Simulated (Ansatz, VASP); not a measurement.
# Two plane-wave programs on PtSe2

The input INCAR:

```
PREC = Accurate
ENCUT = 520
EDIFF = 1E-7
ISMEAR = 0
SIGMA = 0.15
LREAL = False
LASPH = True
NELM = 60
ALGO = Normal
ISIF = 2
LWAVE = False
LCHARG = False
GGA = PE
NBANDS = 18
```

The input KPOINTS:

```
Automatic mesh
0
Gamma
  12 12 10
```

POSCAR

```
PtSe2
1.0
    3.8729606288      0.0000000000      0.0000000000
   -1.9364803144      3.3540822924      0.0000000000
    0.0000000000      0.0000000000      5.0620000000
Pt Se
1 2
Direct
    0.0000000000      0.0000000000      0.0000000000
    0.3333333333      0.6666666667      0.2500000000
    0.6666666667      0.3333333333      0.7500000000
```

Input for Ansatz:

```yaml
crystal:
  lattice:
    - [3.8729606288, 0.0, 0.0]
    - [-1.9364803144, 3.3540822924, 0.0]
    - [0.0, 0.0, 5.062]
  atoms:
    - { symbol: Pt, position: [0.0, 0.0, 0.0] }
    - { symbol: Se, position: [0.3333333333, 0.6666666667, 0.25] }
    - { symbol: Se, position: [0.6666666667, 0.3333333333, 0.75] }
basis:
  ecutwfc: 420
kpoints:
  mp_grid: { grid: [12, 12, 10] }
hamiltonian:
  xc: pbe
scf:
  occupations: { method: gaussian, width: 0.15 }
output:
  forces: true
  stress: true
  eigenvalues: true
```

Change from the starting cell: strain +0.040 along x and y, +0.000 along z, atoms carried along.

Alike in both runs: task single point; functional PBE; k mesh 12 × 12 × 10; occupations gaussian, width 0.15 eV; no spin polarisation.

```csv
,VASP,Ansatz
version,VASP 6.6.1,Ansatz 0.2.0
potentials or method,"VASP PAW PBE potentials, release 64 (Pt, Se)","scalar-relativistic, plane waves, PAW"
plane-wave cutoff (eV),520,420
valence electrons in the cell,22,50
```

|  | VASP | Ansatz | Ansatz less VASP |
| --- | --- | --- | --- |
| gap on the k mesh at the Fermi level (eV) | none | none | - |
| pressure (GPa) | -3.2 | -3.2 | +0.05 |
| largest component of the traceless stress (GPa) | 2.34 | 2.35 | +0.003 |
| rms of the force components (eV/Å) | 0.104 | 0.105 | +0.0006 |

Atom by atom the forces differ by 0.001 eV/Å (rms over components). A gap of «none» marks a metal or a gap that the smearing closes. The two sets of potentials don't hold the same shells in valence.

The runs have no spin-orbit coupling, so splittings on Pt are missing.
